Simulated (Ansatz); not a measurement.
Relaxing Cs

All numbers below come from DFT r2SCAN, scalar-relativistic, plane waves, PAW in Ansatz 0.2.0.

The start is a database structure of Cs, space group Im-3m (No. 229).

Input of the last, converged step (default PAW datasets):

```yaml
crystal:
  lattice:
    - [-3.1284650614, 3.1284650614, 3.1284650614]
    - [3.1284650614, -3.1284650614, 3.1284650614]
    - [3.1284650614, 3.1284650614, -3.1284650614]
  atoms:
    - { symbol: Cs, position: [0.0, 0.0, 0.0] }
basis:
  ecutwfc: 500
kpoints:
  mp_grid: { grid: [10, 10, 10] }
hamiltonian:
  xc: r2scan
scf:
  occupations: { method: gaussian, width: 0.1 }
output:
  forces: true
  stress: true
  eigenvalues: true
relax:
  adjacent_minimum: "off"
  f_tol: 0.01
  max_steps: 80
  cell: { stress_tol: 0.05 }
```

It can be run as:

```bash
ansatz run input.yaml --threads 1 --pin off --backend cpu --events-out ev --progress --plain --runs-dir out  # memory cap (--max-ram) not shown
```

The program printed at the end:

```
SCF converged after 5 iterations
Free energy (F): -5685.925325 eV
Harris-Foulkes:  -5685.925325 eV  (|F-HF|=9.09e-12)
Internal energy: -5685.917201 eV  (E = F + TS)
E sigma→0 (E₀):  -5685.921263 eV
Entropy (-TS):   -0.008124 eV (-8.124 meV/atom)
Fermi energy:    2.064556 eV
--- Per-component energies (eV) ---
  E_band       = -99.317781
  E_kinetic    = 140.759439
  E_local      = -404.498820  (includes V_loc(G=0)·N_el)
  E_nonlocal   = 29.263776
  E_hartree    = 141.856108
  E_xc         = -160.844017
  E_vxc        = -135.563184  (∫ρ·V_xc dr)
  E_paw        = -5093.303885  (= ΣΔE_a)
  E_vpaw       = -19.793679  (= ΣTr[D̂ρ^β])
  E_aug_tail   =  0.000000  (compensation charges beyond the density's cutoff)
  E_vtau       = 6.802493  (kinetic-family band-sum trace: ∫τ·v_τ [+ j·A + Jᵃ·Aᵃ] dr)
  E_ewald      = -339.199680
  E_core_change = 0.049879  (= ΣΔE_core)
  E_smearing   = -0.008124  (= −TS)
  E_closure    = 0.000000  (closes the sum)
  Σ components = -5685.925325   (vs F -5685.925325, Δ=0.00e0)
--- Forces (eV/Å), atoms counted from 1 ---
  atom   1  Cs     0.00000000     0.00000000     0.00000000
  max |Σ_I F_I| component: 3.60e-33 eV/Å
--- Stress (GPa, compression-positive) ---
        0.017998       0.000000       0.000000
        0.000000       0.017998       0.000000
        0.000000       0.000000       0.017998
  P = ⅓ Tr σ = 0.0180 GPa (0.180 kbar)
--- Relaxed structure (1 steps of the walk, 1 accepted, 1 SCFs on fresh bases) ---
  F+E_penalty+E_count = -5685.92532475 eV   max|allowed force component| = 0.000e0 eV/Å   (the final SCF, on the basis selected at the relaxed cell)
  cell:  # Å, volume = 122.4768 Å³
    - [-3.128465, 3.128465, 3.128465]
    - [3.128465, -3.128465, 3.128465]
    - [3.128465, 3.128465, -3.128465]
  atoms:
    - { symbol: Cs, position: [0.0, 0.0, 0.0] }
```

Total energies depend on the potentials used, so only differences within one code and one set of settings carry meaning.

The result has space group Im-3m (No. 229). Cs is coordinated by 8 Cs at 5.42 Å and 6 Cs at 6.26 Å.

A structure relaxed within its symmetry needn't be a true minimum.